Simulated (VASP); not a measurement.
# Zr (Im-3m) in VASP: a series of runs

The runs below take Zr through band structure, with r2SCAN, SCAN, rSCAN.

All numbers are computed with VASP 6.6.1; they aren't measurements. Logs are shortened: lines on timing, memory, paths and dates and some standing lists are left out, and cuts for length are marked.

## 1. The crystal as given

The structure is cubic, space group Im-3m (No. 229). Conventional cell: a = 3.620 Å, b = 3.620 Å, c = 3.620 Å, α = 90.00°, β = 90.00°, γ = 90.00°. Zr (site symmetry m-3m) is surrounded by 8 Zr at 3.14 Å.

This isn't the form of Zr at room conditions, which is hcp.

## 2. Band structure, r2SCAN

INCAR

```
  PREC = Accurate
  ENCUT = 520
  EDIFF = 1E-7
  ISMEAR = -1
  SIGMA = 0.05
  LREAL = F
  LASPH = T
  NELM = 80
  ALGO = Normal
  ISIF = 2
  LWAVE = F
  LCHARG = F
  LMAXMIX = 4
  METAGGA = R2SCAN
  LMIXTAU = T
```

KPOINTS

```
Automatic mesh
0
Gamma
  10 10 10
```

POSCAR

```
Zr
1.0
   -1.8100000000      1.8100000000      1.8100000000
    1.8100000000     -1.8100000000      1.8100000000
    1.8100000000      1.8100000000     -1.8100000000
Zr
1
Direct
    0.0000000000      0.0000000000      0.0000000000
```

KPOINTS_OPT

```
path GHNGPH,PN
15
line-mode
reciprocal
 0.0000000000  0.0000000000  0.0000000000  G
 0.5000000000 -0.5000000000  0.5000000000  H

 0.5000000000 -0.5000000000  0.5000000000  H
 0.0000000000  0.0000000000  0.5000000000  N

 0.0000000000  0.0000000000  0.5000000000  N
 0.0000000000  0.0000000000  0.0000000000  G

 0.0000000000  0.0000000000  0.0000000000  G
 0.2500000000  0.2500000000  0.2500000000  P

 0.2500000000  0.2500000000  0.2500000000  P
 0.5000000000 -0.5000000000  0.5000000000  H

 0.2500000000  0.2500000000  0.2500000000  P
 0.0000000000  0.0000000000  0.5000000000  N
```

Potentials or basis: VASP PAW PBE potentials, release 64 (Zr_sv).

The run is started by

```console
cat potpaw_PBE.64/Zr_sv/POTCAR > POTCAR
mpirun -np 1 vasp_std > vasp.out
```

OUTCAR:

```text
PREC = Accurate
   ENCUT = 520
   EDIFF = 1E-7
   ISMEAR = -1
   LREAL = F
   LASPH = T
   NELM = 80
   ISIF = 2
   METAGGA = R2SCAN

 ion  position               nearest neighbor table
   1  0.000  0.000  0.000-

  LATTYP: Found a body centered cubic cell.
 ALAT       =     3.6200000000

  Lattice vectors:

 A1 = (  -1.8100000000,   1.8100000000,   1.8100000000)
 A2 = (   1.8100000000,  -1.8100000000,   1.8100000000)
 A3 = (   1.8100000000,   1.8100000000,  -1.8100000000)

Analysis of symmetry for initial positions (statically):
=====================================================================
 Subroutine PRICEL returns:
 Original cell was already a primitive cell.

 Routine SETGRP: Setting up the symmetry group for a
 body centered cubic supercell.

 Subroutine GETGRP returns: Found 48 space group operations
 (whereof 48 operations were pure point group operations)
 out of a pool of 48 trial point group operations.

The static configuration has the point symmetry O_h .

Analysis of symmetry for dynamics (positions and initial velocities):
=====================================================================
 Subroutine PRICEL returns:
 Original cell was already a primitive cell.

 Routine SETGRP: Setting up the symmetry group for a
 body centered cubic supercell.

 Subroutine GETGRP returns: Found 48 space group operations
 (whereof 48 operations were pure point group operations)
 out of a pool of 48 trial point group operations.

The dynamic configuration has the point symmetry O_h .

 Subroutine INISYM returns: Found 48 space group operations
 (whereof 48 operations are pure point group operations),
 and found     1 'primitive' translations

----------------------------------------------------------------------------------------

                                     Primitive cell

  volume of cell :      23.7190

  direct lattice vectors                    reciprocal lattice vectors
    -1.810000000  1.810000000  1.810000000     0.000000000  0.276243094  0.276243094
     1.810000000 -1.810000000  1.810000000     0.276243094  0.000000000  0.276243094
     1.810000000  1.810000000 -1.810000000     0.276243094  0.276243094  0.000000000

  length of vectors
     3.135011962  3.135011962  3.135011962     0.390666730  0.390666730  0.390666730

  position of ions in fractional coordinates (direct lattice)
     0.000000000  0.000000000  0.000000000

  ion indices of the primitive-cell ions
   primitive index   ion index
                 1           1

----------------------------------------------------------------------------------------

 KPOINTS: Automatic mesh

Automatic generation of k-mesh.
 Grid dimensions read from file:
 generate k-points for:   10   10   10

 Generating k-lattice:

  Cartesian coordinates                     Fractional coordinates (reciprocal lattice)
     0.000000000  0.027624309  0.027624309     0.100000000  0.000000000  0.000000000
     0.027624309  0.000000000  0.027624309     0.000000000  0.100000000  0.000000000
     0.027624309  0.027624309  0.000000000     0.000000000  0.000000000  0.100000000

  Length of vectors
     0.039066673  0.039066673  0.039066673

  Shift w.r.t. Gamma in fractional coordinates (k-lattice)
     0.000000000  0.000000000  0.000000000

 Subroutine IBZKPT returns following result:
 ===========================================

 Found     47 irreducible k-points:

 Following reciprocal coordinates:
            Coordinates               Weight
  0.000000  0.000000  0.000000      1.000000
  0.100000  0.000000  0.000000     12.000000
  0.200000  0.000000  0.000000     12.000000
  0.300000  0.000000  0.000000     12.000000
  0.400000  0.000000  0.000000     12.000000
  0.500000  0.000000  0.000000      6.000000
[... 16 lines left out ...]
  0.300000  0.300000  0.100000      8.000000
 -0.300000  0.300000  0.100000     24.000000
 [... further k-points ...]
   k-points           NKPTS =     47   k-points in BZ     NKDIM =     47   number of bands    NBANDS=     10
   number of dos      NEDOS =    301   number of ions     NIONS =      1
   total plane-waves  NPLWV =  13824
   dimension x,y,z NGX =    24 NGY =   24 NGZ =   24
   dimension x,y,z NGXF=    48 NGYF=   48 NGZF=   48
   ions per type =               1
   NGX,Y,Z   is equivalent  to a cutoff of  12.73, 12.73, 12.73 a.u.
   NGXF,Y,Z  is equivalent  to a cutoff of  25.45, 25.45, 25.45 a.u.
 SYSTEM =  unknown system
   PREC   = accura    normal or accurate (medium, high low for compatibility)
   ISTART =      0    job   : 0-new  1-cont  2-samecut
   ICHARG =      2    charge: 1-file 2-atom 10-const
   ISPIN  =      1    spin polarized calculation?
   LNONCOLLINEAR =      F non collinear calculations
   LSORBIT =      F    spin-orbit coupling
   LASPH  =      T    aspherical Exc in radial PAW
   ENCUT  =  520.0 eV  38.22 Ry    6.18 a.u.   5.83  5.83  5.83*2*pi/ulx,y,z
   NELM   =     80;   NELMIN=  2; NELMDL= -5     # of ELM steps
   EDIFF  = 0.1E-06   stopping-criterion for ELM
   LREAL  =      F    real-space projection
   EDIFFG = 0.1E-05   stopping-criterion for IOM
   NSW    =      0    number of steps for IOM
   IBRION =     -1    ionic relax: 0-MD 1-quasi-New 2-CG
   NFREE  =      0    steps in history (QN), initial steepest desc. (CG)
   ISIF   =      2    stress and relaxation
   ISYM   =      2    0-nonsym 1-usesym 2-fastsym
   POTIM  = 0.5000    time-step for ionic-motion
   TEBEG  =    0.0;   TEEND  =   0.0 temperature during run
   PSTRESS=    0.0 pullay stress
   NELECT =      12.0000    total number of electrons
   NUPDOWN=      -1.0000    fix difference up-down
   EMIN   =  10.00;   EMAX   =-10.00  energy-range for DOS
   EFERMI =   0.00;   METHOD = LEGACY
   ISMEAR =    -1;   SIGMA  =   0.05  broadening in eV -4-tet -1-fermi 0-gaus
   EFERMI_NEDOS =   21; number of points for ismear=-14 and -15
   IALGO  =     38    algorithm
   IMIX   =      4    mixing-type and parameters
     AMIX     =   0.40;   BMIX     =  1.00
     AMIX_MAG =   1.60;   BMIX_MAG =  1.00
  volume/ion in A,a.u.               =      23.72       160.06
  Fermi-wavevector in a.u.,A,eV,Ry     =   1.304478  2.465105 23.152520  1.701662
  Thomas-Fermi vector in A             =   2.435411
   LORBIT       =      0    0 simple, 1 ext, 2 COOP (PROOUT), +10 PAW based schemes
   METAGGA = R2SCAN    functional components
   LHFCALC =     F    Hartree Fock is set to
   AEXX    =    0.0000 exact exchange contribution
   IVDW    =     0    specifies the selected vdW correction
   LEPSILON=     F    determine dielectric tensor
   LRPA    =     F    only Hartree local field effects (RPA)
 non-spin polarized calculation
  energy-cutoff  :      520.00
  volume of cell :       23.72
 maximum number of plane-waves:       682
   NGX = 11   NGY = 11   NGZ = 11

 number of electron      12.0000000 magnetization

 Free energy of the ion-electron system (eV)
  ---------------------------------------------------
  ext. energy  EPLUGINS =         0.00000000
  ---------------------------------------------------
  free energy    TOTEN  =       -22.63249266 eV

  energy without entropy =      -22.61739986  energy(sigma->0) =      -22.62494626

 E-fermi :   8.5705     XC(G=0): -11.8718

 val. band max:        8.5332926488   @ k =   0.3000   0.2000   0.1000
 cond. band min:       8.5909898933   @ k =   0.2000   0.2000   0.0000
 fundamental gap:      0.0576972445
 Fermi energy:         8.5705470881

 k-point     1 :       0.0000    0.0000    0.0000
  band No.  band energies     occupation
      1     -41.7109      2.00000
      2     -18.5359      2.00000
      3     -18.5359      2.00000
      4     -18.5359      2.00000
      5       2.8448      2.00000
      6       9.8323      0.00000
      7       9.8323      0.00000
      8       9.8323      0.00000
      9      12.3123      0.00000
     10      12.3123      0.00000

 k-point     2 :       0.1000    0.0000    0.0000
  band No.  band energies     occupation
      1     -41.6967      2.00000
      2     -18.6332      2.00000
      3     -18.5651      2.00000
      4     -18.5366      2.00000
      5       3.1895      2.00000
      6       9.6015      0.00000
      7       9.7295      0.00000
      8      10.1620      0.00000
      9      11.9983      0.00000
     10      12.3109      0.00000

 k-point     3 :       0.2000    0.0000    0.0000
  band No.  band energies     occupation
      1     -41.6592      2.00000
      2     -18.8812      2.00000
      3     -18.6409      2.00000
      4     -18.5387      2.00000
      5       4.1041      2.00000
      6       9.0657      0.00010
      7       9.2731      0.00000
      8      11.1137      0.00000
      9      11.7769      0.00000
     10      12.3628      0.00000

 k-point     4 :       0.3000    0.0000    0.0000
  band No.  band energies     occupation
      1     -41.6125      2.00000
      2     -19.1759      2.00000
      3     -18.7330      2.00000
      4     -18.5413      2.00000
      5       5.1520      2.00000
      6       8.5020      1.59524
      7       8.8862      0.00361
      8      12.0302      0.00000
      9      12.5492      0.00000
     10      12.5573      0.00000
[... 222 lines left out ...]
 k-point    22 :      -0.2000    0.2000    0.1000
  band No.  band energies     occupation
      1     -41.6464      2.00000
      2     -18.8832      2.00000
      3     -18.6722      2.00000
      4     -18.6119      2.00000
      5       4.4055      2.00000
      6       9.3397      0.00000
      7       9.3471      0.00000
      8      10.7728      0.00000
      9      10.9975      0.00000
     10      12.9342      0.00000

 k-point    23 :       0.3000    0.3000    0.1000
  band No.  band energies     occupation
      1     -41.5476      2.00000
      2     -19.1433      2.00000
      3     -19.1433      2.00000
      4     -18.7414      2.00000
      5       7.3212      2.00000
      6       8.1378      1.99965
      7       8.1378      1.99965
      8      12.9424      0.00000
      9      12.9424      0.00000
     10      16.9784      0.00000

 k-point    24 :      -0.3000    0.3000    0.1000
  band No.  band energies     occupation
      1     -41.6010      2.00000
      2     -19.1621      2.00000
      3     -18.7659      2.00000
      4     -18.6111      2.00000
      5       5.4338      2.00000
      6       8.7080      0.12023
      7       8.8173      0.01427
      8      11.1726      0.00000
      9      12.4429      0.00000
     10      13.0938      0.00000

 [... further k-points ...]
[... 5 lines left out ...]
  --------------------------------------------------------------------------------------
  -------------------------------------------------------------------------------------
  Total       -0.4012837     -0.4012837     -0.4012837     -0.0000000      0.0000000      0.0000000
  in kB      -27.1060620    -27.1060620    -27.1060620     -0.0000000      0.0000000      0.0000000
  external PRESSURE =     -27.1060620 kB  Pullay stress =       0.0000000 kB

 VOLUME and BASIS-vectors are now :
 -----------------------------------------------------------------------------
  energy-cutoff  :      520.00
  volume of cell :       23.72
      direct lattice vectors                 reciprocal lattice vectors
    -1.810000000  1.810000000  1.810000000     0.000000000  0.276243094  0.276243094
     1.810000000 -1.810000000  1.810000000     0.276243094  0.000000000  0.276243094
     1.810000000  1.810000000 -1.810000000     0.276243094  0.276243094  0.000000000

 POSITION                                       TOTAL-FORCE (eV/Angst)
 -----------------------------------------------------------------------------------
      0.00000      0.00000      0.00000         0.000000      0.000000      0.000000
 -----------------------------------------------------------------------------------
    total drift:                                0.000000      0.000000      0.000000

  FREE ENERGIE OF THE ION-ELECTRON SYSTEM (eV)
  ---------------------------------------------------
  free  energy   TOTEN  =       -22.6324926595 eV

  energy  without entropy=      -22.6173998578  energy(sigma->0) =      -22.62494626
```

Run time: 52 s. Hardware: 1 thread of Intel Xeon 6975P-C (Granite Rapids), shared host; peak memory 0.16 GiB.

Results:

- Free energy: -22.6325 eV
- Pressure: -2.7 GPa
- Band gap along the path: none (metal or under the smearing width)

Levels at the corners of the path, in eV from the Fermi level:
```tsv
point	band 4	band 5	band 6	band 7	band 8	band 9
Γ	-27.11	-5.73	1.26	1.26	1.26	3.74
H	-27.76	-2.67	-2.67	5.75	5.75	5.75
H	-27.76	-2.67	-2.67	5.75	5.75	5.75
N	-27.11	-2.90	-0.61	1.36	3.75	4.42
N	-27.11	-2.90	-0.61	1.36	3.75	4.42
Γ	-27.11	-5.73	1.26	1.26	1.26	3.74
Γ	-27.11	-5.73	1.26	1.26	1.26	3.74
P	-27.59	-0.62	-0.62	-0.62	4.54	4.54
P	-27.59	-0.62	-0.62	-0.62	4.54	4.54
H	-27.76	-2.67	-2.67	5.75	5.75	5.75
P	-27.59	-0.62	-0.62	-0.62	4.54	4.54
N	-27.11	-2.90	-0.61	1.36	3.75	4.42
```

Caveat: the PAW data sets were made with another functional, which shifts forces and pressure a little.

## 3. Band structure, r2SCAN, spin-orbit coupling, no magnetisation

INCAR

```
SYSTEM = Zr
PREC = Accurate
ENCUT = 520
EDIFF = 1E-6
ISMEAR = -1
SIGMA = 0.05
LREAL = .False.
LASPH = .True.
NELM = 60
ALGO = Normal
ISIF = 2
LWAVE = .False.
LCHARG = .False.
MAGMOM = 0 0 0
LORBIT = 11
LSORBIT = .True.
GGA_COMPAT = .False.
LMAXMIX = 4
METAGGA = R2SCAN
LMIXTAU = .True.
```

KPOINTS

```
regular mesh
0
Gamma
  7 7 7
  0 0 0
```

POSCAR is that of step 2.

Edit KPOINTS_OPT of step 2 so:

```diff
@@ -1,3 +1,3 @@
 path GHNGPH,PN
-15
+10
 line-mode
```

Potentials or basis: VASP PAW PBE potentials, release 64 (Zr_sv).

The run is started by

```console
cat potpaw_PBE.64/Zr_sv/POTCAR > POTCAR
mpirun -np 1 vasp_ncl > vasp.out
```

OUTCAR:

```text
SYSTEM = Zr
   PREC = Accurate
   ENCUT = 520
   EDIFF = 1E-6
   ISMEAR = -1
   LREAL = .False.
   LASPH = .True.
   NELM = 60
   ISIF = 2
   LORBIT = 11
   LSORBIT = .True.
   METAGGA = R2SCAN

 ion  position               nearest neighbor table
   1  0.000  0.000  0.000-

  LATTYP: Found a body centered cubic cell.
 ALAT       =     3.6200000000

  Lattice vectors:

 A1 = (  -1.8100000000,   1.8100000000,   1.8100000000)
 A2 = (   1.8100000000,  -1.8100000000,   1.8100000000)
 A3 = (   1.8100000000,   1.8100000000,  -1.8100000000)

Analysis of symmetry for initial positions (statically):
=====================================================================
 Subroutine PRICEL returns:
 Original cell was already a primitive cell.

 Routine SETGRP: Setting up the symmetry group for a
 body centered cubic supercell.

 Subroutine GETGRP returns: Found 48 space group operations
 (whereof 48 operations were pure point group operations)
 out of a pool of 48 trial point group operations.

The static configuration has the point symmetry O_h .

Analysis of symmetry for dynamics (positions and initial velocities):
=====================================================================
 Subroutine PRICEL returns:
 Original cell was already a primitive cell.

 Routine SETGRP: Setting up the symmetry group for a
 body centered cubic supercell.

 Subroutine GETGRP returns: Found 48 space group operations
 (whereof 48 operations were pure point group operations)
 out of a pool of 48 trial point group operations.

The dynamic configuration has the point symmetry O_h .

Analysis of structural, dynamic, and magnetic symmetry:
=====================================================================
 Subroutine PRICEL returns:
[... 160 lines left out ...]
 Fermi energy:         8.5602323081

 k-point     1 :       0.0000    0.0000    0.0000
  band No.  band energies     occupation
      1     -41.7506      1.00000
      2     -41.7506      1.00000
      3     -19.7669      1.00000
      4     -19.7669      1.00000
      5     -17.9896      1.00000
      6     -17.9896      1.00000
[... 449 lines left out ...]
     19      15.3173      0.00000
     20      15.3173      0.00000

------------------------ aborting loop because EDIFF is reached ----------------------------------------

  FORCE on cell =-STRESS in cart. coord.  units (eV):
  Direction    XX          YY          ZZ          XY          YZ          ZX
  --------------------------------------------------------------------------------------
  -------------------------------------------------------------------------------------
  Total       -0.1278515     -0.1278515     -0.1278515      0.0000000      0.0000000     -0.0000000
  in kB       -8.6361599     -8.6361599     -8.6361599      0.0000000      0.0000000     -0.0000000
  external PRESSURE =      -8.6361599 kB  Pullay stress =       0.0000000 kB

 VOLUME and BASIS-vectors are now :
 -----------------------------------------------------------------------------
  energy-cutoff  :      520.00
  volume of cell :       23.72
      direct lattice vectors                 reciprocal lattice vectors
    -1.810000000  1.810000000  1.810000000     0.000000000  0.276243094  0.276243094
     1.810000000 -1.810000000  1.810000000     0.276243094  0.000000000  0.276243094
     1.810000000  1.810000000 -1.810000000     0.276243094  0.276243094  0.000000000

 POSITION                                       TOTAL-FORCE (eV/Angst)
 -----------------------------------------------------------------------------------
      0.00000      0.00000      0.00000        -0.000000      0.000000      0.000000
 -----------------------------------------------------------------------------------
    total drift:                                0.000000     -0.000000     -0.000000

  FREE ENERGIE OF THE ION-ELECTRON SYSTEM (eV)
  ---------------------------------------------------
  free  energy   TOTEN  =       -22.6641118384 eV

  energy  without entropy=      -22.6367743321  energy(sigma->0) =      -22.65044309

 Spin-Orbit-Coupling matrix elements

 Ion:    1  E_soc:     -0.1366457
 l=   1
     0.0000000    -0.0220723    -0.0220723
    -0.0220723     0.0000000    -0.0220723
    -0.0220723    -0.0220723     0.0000000
 l=   2
     0.0000000    -0.0001240     0.0000000    -0.0001240    -0.0005780
    -0.0001240     0.0000000    -0.0004335    -0.0001240    -0.0001445
     0.0000000    -0.0004335     0.0000000    -0.0004335     0.0000000
    -0.0001240    -0.0001240    -0.0004335     0.0000000    -0.0001445
    -0.0005780    -0.0001445     0.0000000    -0.0001445     0.0000000
 l=   3
     0.0000000     0.0000000     0.0000000     0.0000000     0.0000000     0.0000000     0.0000000
     0.0000000     0.0000000     0.0000000     0.0000000     0.0000000     0.0000000     0.0000000
     0.0000000     0.0000000     0.0000000     0.0000000     0.0000000     0.0000000     0.0000000
     0.0000000     0.0000000     0.0000000     0.0000000     0.0000000     0.0000000     0.0000000
     0.0000000     0.0000000     0.0000000     0.0000000     0.0000000     0.0000000     0.0000000
     0.0000000     0.0000000     0.0000000     0.0000000     0.0000000     0.0000000     0.0000000
     0.0000000     0.0000000     0.0000000     0.0000000     0.0000000     0.0000000     0.0000000

 total charge

# of ion       s       p       d       tot
------------------------------------------
    1        2.215   5.967   1.581   9.763

 magnetization (x)

# of ion       s       p       d       tot
------------------------------------------
    1        0.000   0.000   0.000   0.000

 magnetization (y)

# of ion       s       p       d       tot
------------------------------------------
    1        0.000  -0.000   0.000   0.000

 magnetization (z)

# of ion       s       p       d       tot
------------------------------------------
    1       -0.000   0.000  -0.000  -0.000
```

Wall time 2.8 min (1 thread of Intel Xeon 6975P-C (Granite Rapids), shared host); peak memory 0.22 GiB.

What came out:

```yaml
Free_energy: -22.6641 eV
Pressure: -0.9 GPa
Valence_electrons_inside_the_program's_atomic_spheres: Zr 9.76
```

Caveat: the PAW data sets were made with another functional, which shifts forces and pressure a little.

(Part 1 of 2 ends here.)
